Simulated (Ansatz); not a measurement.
input.yaml (Ansatz 0.2.0):

```yaml
crystal:
  lattice:
    - [0.0, 2.6498349237, 2.6498349237]
    - [2.6498349237, 0.0, 2.6498349237]
    - [2.6498349237, 2.6498349237, 0.0]
  atoms:
    - { symbol: Na, position: [0.0, 0.0, 0.0] }
basis:
  ecutwfc: 500
  ecutrho_ratio: 4
kpoints:
  mp_grid: { grid: [14, 14, 14] }
hamiltonian:
  xc: r2scan
scf:
  occupations: { method: gaussian, width: 0.05 }
output:
  forces: true
  stress: true
  eigenvalues: true
```

At room temperature and ambient pressure Na is bcc.

What the program printed, in part:

```
Pseudopotentials: kind: paw
Pseudopotential: Na, paw, valence charge 9, recommended cutoff 500 eV (meta_gga), Na.paw.azcp
Crystal: 1 atoms, lattice volume = 37.212 Å³
Basis set: ecut = 500 eV, 941 PW (Γ), exchange–correlation on 120×120×120 points (64 copies of the dense FFT grid, shifted against one another)
Bands: 9, of which v1, the nominal top of the filled ones, is band 5 counted from 1 (4 counted from 0)
Symmetry: 48 space group operations
Space group: Fm-3m (ITA 225), of the structure as read, at distance tolerance 3.3e-5 Å
k-points: 104 of 2744
Initial density: superposition of atomic densities (neutral atoms: chi_scale 0, normalization atom), corrected by the library's trained network
Initial wavefunctions: pseudopotential atomic-orbital guess
Functional: x = r2scan, c = r2scan; τ floored in thin density (d = 2e-4 eV/Å³)
```

```
SCF iter   1: F=—  HF=-1488.621079 eV  |F-HF|=—  |Δ(HF+E_count)|=         —  Δρ=7.21e-3  dr2=8.56e-3  dr2_τ=1.21e-4
SCF iter   2: F=—  HF=-1488.616002 eV  |F-HF|=—  |Δ(HF+E_count)|=   5.08e-3  Δρ=1.47e-3  dr2=4.00e-4  dr2_τ=2.24e-4
SCF iter   3: F=—  HF=-1488.616309 eV  |F-HF|=—  |Δ(HF+E_count)|=   3.06e-4  Δρ=4.17e-4  dr2=2.98e-5  dr2_τ=7.90e-6
SCF iter   4: F=—  HF=-1488.616364 eV  |F-HF|=—  |Δ(HF+E_count)|=   5.49e-5  Δρ=1.32e-5  dr2=8.83e-8  dr2_τ=7.59e-9
SCF iter   5: F=-1488.616364 eV  HF=-1488.616364 eV  |F-HF|=3.63e-9  |Δ(HF+E_count)|=   1.38e-8  Δρ=3.26e-6  dr2=1.84e-9  dr2_τ=6.01e-10
SCF iter   6: F=-1488.616364 eV  HF=-1488.616364 eV  |F-HF|=3.64e-11  |Δ(HF+E_count)|=   4.26e-9  Δρ=2.70e-7  dr2=2.41e-11  dr2_τ=1.11e-12
```

```
the search or the solves at the SCF's close seem to have found levels that the self-consistency loop had missed (the run counts 1). By its estimate they hold under 1e-12 electrons; where the run keeps them, the occupations were computed again with them
SCF 1 converged in 6 iterations: F = -1488.616364 eV  dr2 = 2.41e-11
SCF converged after 6 iterations
Free energy (F): -1488.616364 eV
E sigma→0 (E₀):  -1488.616170 eV
Entropy (-TS):   -0.000387 eV (-0.387 meV/atom)
Fermi energy:    1.731961 eV
--- Forces (eV/Å), atoms counted from 1 ---
  atom   1  Na     0.00000000     0.00000000     0.00000000
--- Stress (GPa, compression-positive) ---
        0.103387       0.000000       0.000000
        0.000000       0.103387       0.000000
        0.000000       0.000000       0.103387
  P = ⅓ Tr σ = 0.1034 GPa (1.034 kbar)
```

In short (r²SCAN): pressure 0.1 GPa, gap on the mesh zero (metallic).
